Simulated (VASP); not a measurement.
# RbBr (Fm-3m) in VASP: notebook

One crystal, RbBr, is run at these levels: r2SCAN; tasks: single point.

Program: VASP 6.6.1. These are calculated values, not measurements. Logs are shortened: lines on timing, memory, paths and dates and some standing lists are left out, and cuts for length are marked.

**1. Starting point**

The structure is cubic, space group Fm-3m (No. 225). The conventional cell has a = 6.854 Å, b = 6.854 Å, c = 6.854 Å, α = 90.00°, β = 90.00°, γ = 90.00°. Rb (site symmetry m-3m) is surrounded by 6 Br at 3.43 Å. Br (site symmetry m-3m) is surrounded by 6 Rb at 3.43 Å.

**2. Single point, r2SCAN**

Contents of INCAR:

```
PREC     = Accurate       # precision mode
ENCUT    = 350            # plane-wave cutoff, eV
EDIFF    = 1E-6           # SCF threshold, eV
ISMEAR   = 0              # smearing method
SIGMA    = 0.05           # smearing width, eV
LREAL    = False          # projectors in reciprocal space
LASPH    = True           # aspherical terms in the spheres
NELM     = 100            # most SCF steps
ALGO     = Normal         # electronic algorithm
ISIF     = 2              # what is computed and relaxed
LWAVE    = False          # write WAVECAR
LCHARG   = False          # write CHGCAR
METAGGA  = R2SCAN         # meta-GGA
LMIXTAU  = True         
NBANDS   = 15             # bands
ADDGRID  = False
```

Contents of KPOINTS:

```
Automatic mesh
0
Gamma
  3 3 3
```

Contents of POSCAR:

```
RbBr
1.0
    0.0000000000      3.4270000000      3.4270000000
    3.4270000000      0.0000000000      3.4270000000
    3.4270000000      3.4270000000      0.0000000000
Rb Br
1 1
Direct
   -0.0027730000      0.0260310000     -0.0127250000
    0.5081730000      0.5251300000      0.4723360000
```

Potentials or basis: VASP PAW PBE potentials, release 64 (Rb_sv, Br).

Command:

```bash
$ cat potpaw_PBE.64/Rb_sv/POTCAR potpaw_PBE.64/Br/POTCAR > POTCAR
$ mpirun -np 1 vasp_std > vasp.out
```

OUTCAR:

```text
PREC = Accurate
   ENCUT = 350
   EDIFF = 1E-6
   ISMEAR = 0
   LREAL = False
   LASPH = True
   NELM = 100
   ISIF = 2
   METAGGA = R2SCAN

 Found     14 irreducible k-points:

 Following reciprocal coordinates:
            Coordinates               Weight
  0.000000  0.000000  0.000000      1.000000
  0.333333  0.000000  0.000000      2.000000
  0.000000  0.333333  0.000000      2.000000
  0.000000  0.000000  0.333333      2.000000
  0.333333  0.333333  0.333333      2.000000
  0.333333  0.333333  0.000000      2.000000
   k-points           NKPTS =     14   k-points in BZ     NKDIM =     14   number of bands    NBANDS=     15
   number of dos      NEDOS =    301   number of ions     NIONS =      2
   total plane-waves  NPLWV =  27000
   dimension x,y,z NGX =    30 NGY =   30 NGZ =   30
   dimension x,y,z NGXF=    60 NGYF=   60 NGZF=   60
   ions per type =               1   1
   NGX,Y,Z   is equivalent  to a cutoff of  10.29, 10.29, 10.29 a.u.
   NGXF,Y,Z  is equivalent  to a cutoff of  20.58, 20.58, 20.58 a.u.
 SYSTEM =  unknown system
   PREC   = accura    normal or accurate (medium, high low for compatibility)
   ISTART =      0    job   : 0-new  1-cont  2-samecut
   ICHARG =      2    charge: 1-file 2-atom 10-const
   ISPIN  =      1    spin polarized calculation?
   LNONCOLLINEAR =      F non collinear calculations
   LSORBIT =      F    spin-orbit coupling
   LASPH  =      T    aspherical Exc in radial PAW
   ENCUT  =  350.0 eV  25.72 Ry    5.07 a.u.   7.39  7.39  7.39*2*pi/ulx,y,z
   NELM   =    100;   NELMIN=  2; NELMDL= -5     # of ELM steps
   EDIFF  = 0.1E-05   stopping-criterion for ELM
   LREAL  =      F    real-space projection
   EDIFFG = 0.1E-04   stopping-criterion for IOM
   NSW    =      0    number of steps for IOM
   IBRION =     -1    ionic relax: 0-MD 1-quasi-New 2-CG
   NFREE  =      0    steps in history (QN), initial steepest desc. (CG)
   ISIF   =      2    stress and relaxation
   ISYM   =      2    0-nonsym 1-usesym 2-fastsym
   POTIM  = 0.5000    time-step for ionic-motion
   TEBEG  =    0.0;   TEEND  =   0.0 temperature during run
   PSTRESS=    0.0 pullay stress
   NELECT =      16.0000    total number of electrons
   NUPDOWN=      -1.0000    fix difference up-down
   EMIN   =  10.00;   EMAX   =-10.00  energy-range for DOS
   EFERMI =   0.00;   METHOD = LEGACY
   ISMEAR =     0;   SIGMA  =   0.05  broadening in eV -4-tet -1-fermi 0-gaus
   EFERMI_NEDOS =   21; number of points for ismear=-14 and -15
   IALGO  =     38    algorithm
   IMIX   =      4    mixing-type and parameters
     AMIX     =   0.40;   BMIX     =  1.00
     AMIX_MAG =   1.60;   BMIX_MAG =  1.00
  volume/ion in A,a.u.               =      40.25       271.61
  Fermi-wavevector in a.u.,A,eV,Ry     =   0.955412  1.805467 12.419564  0.912812
  Thomas-Fermi vector in A             =   2.084247
   LORBIT       =      0    0 simple, 1 ext, 2 COOP (PROOUT), +10 PAW based schemes
   METAGGA = R2SCAN    functional components
   LHFCALC =     F    Hartree Fock is set to
   AEXX    =    0.0000 exact exchange contribution
   IVDW    =     0    specifies the selected vdW correction
   LEPSILON=     F    determine dielectric tensor
   LRPA    =     F    only Hartree local field effects (RPA)
 non-spin polarized calculation
 Gauss-broadening in eV      SIGMA  =   0.05
  energy-cutoff  :      350.00
  volume of cell :       80.50
 maximum number of plane-waves:      1243
 NGX is ok and might be reduce to    30
   NGX = 15   NGY = 15   NGZ = 15

 number of electron      16.0000002 magnetization

 Free energy of the ion-electron system (eV)
  ---------------------------------------------------
  ext. energy  EPLUGINS =         0.00000000
  ---------------------------------------------------
  free energy    TOTEN  =       -31.14505736 eV

  energy without entropy =      -31.14505736  energy(sigma->0) =      -31.14505736

 E-fermi :  -1.8796     XC(G=0):  -7.6299

 val. band max:       -2.1562899713   @ k =   0.0000   0.0000   0.0000
 cond. band min:       2.8122358834   @ k =   0.0000   0.0000   0.0000
 fundamental gap:      4.9685258547
 Fermi energy:        -1.8795699689

 k-point     1 :       0.0000    0.0000    0.0000
  band No.  band energies     occupation
      1     -27.3128      2.00000
      2     -14.7693      2.00000
      3     -10.8428      2.00000
      4     -10.8423      2.00000
      5     -10.8421      2.00000
      6      -2.1569      2.00000
      7      -2.1566      2.00000
      8      -2.1563      2.00000
      9       2.8122      0.00000
     10       5.7223      0.00000
     11       5.7259      0.00000
     12       5.7298      0.00000
     13       6.7949      0.00000
     14       6.7991      0.00000
     15       9.1785      0.00000

 k-point     2 :       0.3333    0.0000    0.0000
  band No.  band energies     occupation
      1     -27.3054      2.00000
      2     -14.8012      2.00000
      3     -10.8477      2.00000
      4     -10.8473      2.00000
      5     -10.8013      2.00000
      6      -2.9231      2.00000
      7      -2.4218      2.00000
      8      -2.4211      2.00000
      9       4.6476      0.00000
     10       5.6779      0.00000
     11       7.0144      0.00000
     12       7.0178      0.00000
     13       8.2565      0.00000
     14       8.2603      0.00000
     15      10.2820      0.00000
[... 41 lines left out ...]
      3     -10.8480      2.00000
      4     -10.8472      2.00000
      5     -10.8009      2.00000
      6      -2.9231      2.00000
      7      -2.4215      2.00000
      8      -2.4202      2.00000
      9       4.6475      0.00000
     10       5.6739      0.00000
     11       7.0124      0.00000
     12       7.0150      0.00000
     13       8.2583      0.00000
     14       8.2665      0.00000
     15      10.2843      0.00000

 k-point     6 :       0.3333    0.3333    0.0000
  band No.  band energies     occupation
      1     -27.3033      2.00000
      2     -14.7503      2.00000
      3     -10.9106      2.00000
      4     -10.8958      2.00000
      5     -10.8926      2.00000
      6      -2.7680      2.00000
      7      -2.2909      2.00000
      8      -2.2888      2.00000
      9       4.2145      0.00000
     10       4.8702      0.00000
     11       7.5507      0.00000
     12       8.1485      0.00000
     13       8.2840      0.00000
     14       8.3467      0.00000
     15       9.5355      0.00000

 [... further k-points ...]

------------------------ aborting loop because EDIFF is reached ----------------------------------------

  FORCE on cell =-STRESS in cart. coord.  units (eV):
  Direction    XX          YY          ZZ          XY          YZ          ZX
  --------------------------------------------------------------------------------------
  -------------------------------------------------------------------------------------
  Total        0.2722832      0.2439873      0.2543554     -0.0019752      0.0012358      0.0049187
  in kB        5.4194992      4.8562995      5.0626661     -0.0393141      0.0245972      0.0979009
  external PRESSURE =       5.1128216 kB  Pullay stress =       0.0000000 kB

 VOLUME and BASIS-vectors are now :
 -----------------------------------------------------------------------------
  energy-cutoff  :      350.00
  volume of cell :       80.50
      direct lattice vectors                 reciprocal lattice vectors
     0.000000000  3.427000000  3.427000000    -0.145900204  0.145900204  0.145900204
     3.427000000  0.000000000  3.427000000     0.145900204 -0.145900204  0.145900204
     3.427000000  3.427000000  0.000000000     0.145900204  0.145900204 -0.145900204

 POSITION                                       TOTAL-FORCE (eV/Angst)
 -----------------------------------------------------------------------------------
      3.47260      6.80089      3.50671        -0.074536     -0.018545      0.046938
      3.41832      3.36020      3.54113         0.074536      0.018545     -0.046938
 -----------------------------------------------------------------------------------
    total drift:                                0.001214     -0.000511     -0.001407

  FREE ENERGIE OF THE ION-ELECTRON SYSTEM (eV)
  ---------------------------------------------------
  free  energy   TOTEN  =       -31.1450573552 eV

  energy  without entropy=      -31.1450573552  energy(sigma->0) =      -31.14505736
```

It took 57 s on 1 thread of Intel Xeon Platinum 8375C at 2.90GHz (Ice Lake), shared host; peak memory 0.16 GiB.

The run converged, but some of its settings lie outside the range that counts as converged, so its numbers aren't taken as properties of the crystal.

Results:

* Free energy: -31.1451 eV
* Pressure: 0.5 GPa
* Largest force: 0.090 eV/Å
* Band gap on the k mesh: 4.97 eV, direct

Caveat: the k mesh is coarse (spacing up to 0.53 Å⁻¹), so the values aren't converged; the PAW data sets were made with another functional, which shifts forces and pressure a little.

**3. Single point, r2SCAN**

INCAR, as its differences from that of step 2:

```diff
@@ -1,3 +1,3 @@
 PREC     = Accurate       # precision mode
-ENCUT    = 350            # plane-wave cutoff, eV
+ENCUT    = 400            # plane-wave cutoff, eV
 EDIFF    = 1E-6           # SCF threshold, eV
```

KPOINTS is that of step 2.

Contents of POSCAR:

```
RbBr
1.0
    0.0000000000      3.4270000000      3.4270000000
    3.4270000000      0.0000000000      3.4270000000
    3.4270000000      3.4270000000      0.0000000000
Rb Br
1 1
Direct
    0.0000000000      0.0000000000      0.0000000000
    0.5000000000      0.5000000000      0.5000000000
```

Potentials or basis: VASP PAW PBE potentials, release 64 (Rb_sv, Br).

Command:

```bash
$ cat potpaw_PBE.64/Rb_sv/POTCAR potpaw_PBE.64/Br/POTCAR > POTCAR
$ mpirun -np 1 vasp_std > vasp.out
```

Wall time 28 s (1 thread of Intel Xeon Platinum 8375C at 2.90GHz (Ice Lake), shared host); peak memory 0.18 GiB.

These settings aren't checked as converged: the numbers below hold their error.

What came out:

- Free energy: -31.1490 eV
- Pressure: 0.5 GPa
- Band gap on the k mesh: 4.97 eV, direct

Caveat: the k mesh is coarse (spacing up to 0.53 Å⁻¹), so the values aren't converged; the PAW data sets were made with another functional, which shifts forces and pressure a little.

**4. Single point, r2SCAN**

INCAR is that of step 3.

KPOINTS is that of step 3.

Contents of POSCAR:

```
RbBr
1.0
    0.0000000000      3.4270000000      3.4270000000
    3.4270000000      0.0000000000      3.4270000000
    3.4270000000      3.4270000000      0.0000000000
Rb Br
1 1
Direct
   -0.0027730000      0.0260310000     -0.0127250000
    0.5081730000      0.5251300000      0.4723360000
```

Potentials or basis: VASP PAW PBE potentials, release 64 (Rb_sv, Br).

Command:

```bash
$ cat potpaw_PBE.64/Rb_sv/POTCAR potpaw_PBE.64/Br/POTCAR > POTCAR
$ mpirun -np 1 vasp_std > vasp.out
```

OUTCAR:

```text
PREC = Accurate
   ENCUT = 400
   EDIFF = 1E-6
   ISMEAR = 0
   LREAL = False
   LASPH = True
   NELM = 100
   ISIF = 2
   METAGGA = R2SCAN

 Found     14 irreducible k-points:

 Following reciprocal coordinates:
            Coordinates               Weight
  0.000000  0.000000  0.000000      1.000000
  0.333333  0.000000  0.000000      2.000000
  0.000000  0.333333  0.000000      2.000000
  0.000000  0.000000  0.333333      2.000000
  0.333333  0.333333  0.333333      2.000000
  0.333333  0.333333  0.000000      2.000000
   k-points           NKPTS =     14   k-points in BZ     NKDIM =     14   number of bands    NBANDS=     15
   number of dos      NEDOS =    301   number of ions     NIONS =      2
   total plane-waves  NPLWV =  32768
   dimension x,y,z NGX =    32 NGY =   32 NGZ =   32
   dimension x,y,z NGXF=    64 NGYF=   64 NGZF=   64
   ions per type =               1   1
   NGX,Y,Z   is equivalent  to a cutoff of  10.98, 10.98, 10.98 a.u.
   NGXF,Y,Z  is equivalent  to a cutoff of  21.95, 21.95, 21.95 a.u.
 SYSTEM =  unknown system
   PREC   = accura    normal or accurate (medium, high low for compatibility)
   ISTART =      0    job   : 0-new  1-cont  2-samecut
   ICHARG =      2    charge: 1-file 2-atom 10-const
   ISPIN  =      1    spin polarized calculation?
   LNONCOLLINEAR =      F non collinear calculations
   LSORBIT =      F    spin-orbit coupling
[... 70 lines left out ...]
     10       5.7226      0.00000
     11       5.7263      0.00000
     12       5.7302      0.00000
     13       6.7954      0.00000
     14       6.7995      0.00000
[... 77 lines left out ...]
      2     -14.7502      2.00000
      3     -10.9107      2.00000
      4     -10.8959      2.00000
      5     -10.8927      2.00000
      6      -2.7683      2.00000
      7      -2.2910      2.00000
      8      -2.2890      2.00000
      9       4.2146      0.00000
     10       4.8702      0.00000
     11       7.5513      0.00000
     12       8.1488      0.00000
     13       8.2844      0.00000
     14       8.3470      0.00000
     15       9.5358      0.00000

 [... further k-points ...]

------------------------ aborting loop because EDIFF is reached ----------------------------------------

  FORCE on cell =-STRESS in cart. coord.  units (eV):
  Direction    XX          YY          ZZ          XY          YZ          ZX
  --------------------------------------------------------------------------------------
  -------------------------------------------------------------------------------------
  Total        0.2727482      0.2443244      0.2546874     -0.0019761      0.0012805      0.0049907
  in kB        5.4287535      4.8630086      5.0692735     -0.0393323      0.0254866      0.0993341
  external PRESSURE =       5.1203452 kB  Pullay stress =       0.0000000 kB

 VOLUME and BASIS-vectors are now :
 -----------------------------------------------------------------------------
  energy-cutoff  :      400.00
  volume of cell :       80.50
      direct lattice vectors                 reciprocal lattice vectors
     0.000000000  3.427000000  3.427000000    -0.145900204  0.145900204  0.145900204
     3.427000000  0.000000000  3.427000000     0.145900204 -0.145900204  0.145900204
     3.427000000  3.427000000  0.000000000     0.145900204  0.145900204 -0.145900204

 POSITION                                       TOTAL-FORCE (eV/Angst)
 -----------------------------------------------------------------------------------
      3.47260      6.80089      3.50671        -0.074668     -0.018423      0.047037
      3.41832      3.36020      3.54113         0.074668      0.018423     -0.047037
 -----------------------------------------------------------------------------------
    total drift:                               -0.000196     -0.000262      0.000221

  FREE ENERGIE OF THE ION-ELECTRON SYSTEM (eV)
  ---------------------------------------------------
  free  energy   TOTEN  =       -31.1459719537 eV

  energy  without entropy=      -31.1459719537  energy(sigma->0) =      -31.14597195
```

It took 49 s on 1 thread of Intel Xeon Platinum 8375C at 2.90GHz (Ice Lake), shared host; peak memory 0.18 GiB.

These settings aren't checked as converged: the numbers below hold their error.

What came out:

```
Free energy            : -31.1460 eV
Pressure               : 0.5 GPa
Largest force          : 0.090 eV/Å
Band gap on the k mesh : 4.97 eV, direct
```

Caveat: the k mesh is coarse (spacing up to 0.53 Å⁻¹), so the values aren't converged; the PAW data sets were made with another functional, which shifts forces and pressure a little.

**5. For comparison**

An earlier run on the cell as given: functional PBE; potentials or basis VASP PAW PBE potentials, release 64 (Rb_sv, Br); cutoff 520 eV; k mesh 7 × 7 × 7; occupations fermi-dirac, width 0.05 eV; no spin polarisation.

- Pressure: 1.0 GPa
- Band gap on the k mesh: 4.36 eV, direct
